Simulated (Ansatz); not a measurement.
# Deforming LiCl

```yaml
crystal:
  lattice:
    - [0.00000, 2.56476, 2.56476]
    - [2.56476, 0.00000, 2.56476]
    - [2.56476, 2.56476, 0.00000]
  atoms:
    - { symbol: Li, position: [0.00000, 0.00000, 0.00000] }
    - { symbol: Cl, position: [0.50000, 0.50000, 0.50000] }
```

Atoms are numbered in the order listed.

The cell is COD entry 1011314, as deposited and not checked against the literature; nothing was relaxed. It is an old determination, and later ones may differ.

Theory: Ansatz 0.2.0, DFT, PBE, all-electron LAPW, scalar-relativistic.

Numerical set-up: a Γ-centred 9×9×9 k mesh, Fermi–Dirac smearing of 0.03 eV, basis error target 0.25 meV/atom, no spin polarisation.

The unchanged cell is at 0.40 GPa, so energy changes include a term −P ΔV where the volume moves.

Semilocal functionals give too small gaps.

x, y and z are the Cartesian axes of the cell as listed; fractional coordinates follow a strain, and an engineering shear is twice the off-diagonal strain component.

With x and y strained by +4 %, z held: energy change +8 meV/atom; stress change (xx, yy, zz, yz, xz, xy) -2.38, -2.38, -1.65, 0.00, 0.00, 0.00 GPa, compression positive; gap on the k mesh 6.33 → 5.87 eV.

With xy engineering shear strain of -1 %: energy change under 1 meV/atom; stress change (xx, yy, zz, yz, xz, xy) 0.00, 0.00, 0.00, 0.00, 0.00, 0.25 GPa, compression positive; gap on the k mesh 6.33 → 6.29 eV.

Task: With this change (atom 2 (Cl) moved by (0.0000, 0.0000, 0.0500) Å), what becomes of the energy and stress and forces and gap?

Result: Energy change under 1 meV/atom; stress change (xx, yy, zz, yz, xz, xy) -0.01, -0.01, 0.10, 0.00, 0.00, 0.00 GPa, compression positive; change of the force on Cl2 (0.000, 0.000, -0.034) eV/Å; gap on the k mesh 6.33 → 6.32 eV.

Task: What force constant does this one finite step give for Cl2 along its displacement (all its periodic images move with it)?

Result: k = −ΔF·u/|u|² = 0.67 eV/Å², so the force pulls the atom back.
